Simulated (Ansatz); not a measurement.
**La: which structure is lowest?**

Level of theory: DFT, BLYP, plane waves (420 eV) with PAW, scalar-relativistic in Ansatz. The PAW files were generated under PBE, with cores re-solved for the functional.

Each structure is relaxed within its own symmetry, so a high-lying one may be dynamically unstable.

```json
{"structure": "dhcp", "ΔE (meV/atom)": "0", "V (Å³/atom)": "40.10", "cell": "a = 3.862 Å, c = 12.416 Å (c/a = 3.215)", "magnetic state": "spin not included"}
{"structure": "fcc", "ΔE (meV/atom)": "5", "V (Å³/atom)": "40.03", "cell": "a = 5.430 Å", "magnetic state": "spin not included"}
{"structure": "hcp", "ΔE (meV/atom)": "25", "V (Å³/atom)": "40.62", "cell": "a = 3.877 Å, c = 6.240 Å (c/a = 1.609)", "magnetic state": "spin not included"}
{"structure": "omega (AlB2-type)", "ΔE (meV/atom)": "36", "V (Å³/atom)": "40.04", "cell": "a = 6.089 Å, c = 3.742 Å (c/a = 0.615)", "magnetic state": "spin not included"}
{"structure": "bcc", "ΔE (meV/atom)": "119", "V (Å³/atom)": "40.70", "cell": "a = 4.334 Å", "magnetic state": "spin not included"}
{"structure": "A15", "ΔE (meV/atom)": "124", "V (Å³/atom)": "39.90", "cell": "a = 6.834 Å", "magnetic state": "spin not included"}
{"structure": "simple cubic", "ΔE (meV/atom)": "475", "V (Å³/atom)": "40.74", "cell": "a = 3.441 Å", "magnetic state": "spin not included"}
{"structure": "diamond", "ΔE (meV/atom)": "960", "V (Å³/atom)": "40.71", "cell": "a = 6.880 Å", "magnetic state": "spin not included"}
```

ΔE counts from dhcp.

Differences under about 8 meV lie within the error of the k-point mesh.
